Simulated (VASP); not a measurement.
TiNi: single point with r2SCAN

Crystal: TiNi.

```
Ti Ni
1.0
     2.98807    0.00000    0.00000
     0.00000    2.98807    0.00000
     0.00000    0.00000    5.97613
Ti Ni
2 2
Direct
  0.50000 0.50000 0.25000
  0.50000 0.50000 0.75000
  0.00000 0.00000 0.00000
  0.00000 0.00000 0.50000
```

The cell comes from a database or a generator and needn't be the stable form of this composition.

```
Program                : VASP 6.6.1
Task                   : single point
Functional             : r2SCAN
Potentials or basis    : VASP PAW PBE potentials, release 64 (Ti_sv, Ni)
Cutoff                 : 520 eV
k mesh                 : 10 × 10 × 5
Occupations            : fermi-dirac, width 0.05 eV
Spin                   : no spin polarisation
Dipole correction      : no
Further INCAR settings : ALGO = Normal; EDIFF = 1e-07; NBANDS = 30
```

```yaml
Pressure: 0.5 GPa
Band_gap_on_the_k_mesh: none (metal or under the smearing width)
```

Levels at points of the mesh, in eV from the Fermi level:
```csv
k point,band 18,band 19,band 20,band 21,band 22,band 23,band 24,band 25,band 26,band 27
"(0.00, 0.00, 0.00)",-2.13,-2.13,-1.83,-0.72,-0.70,0.48,0.48,0.65,0.65,2.31
"(0.50, 0.00, 0.00)",-1.83,-1.39,-0.80,-0.72,-0.70,0.28,0.28,0.65,0.65,0.96
"(0.50, 0.50, 0.00)",-2.35,-1.39,-1.36,-1.36,-0.80,0.28,0.28,0.96,2.33,2.33
```

Wall time 7.9 min on 1 thread of Intel(R) Xeon(R) Platinum 8375C CPU @ 2.90GHz (Ice Lake), with other jobs on the host, peak memory 0.23 GiB.

Caveat: the PAW data sets were made with another functional, which shifts forces and pressure a little. Spin polarisation is off, so any magnetic state and its effect on volume and gap are missing.
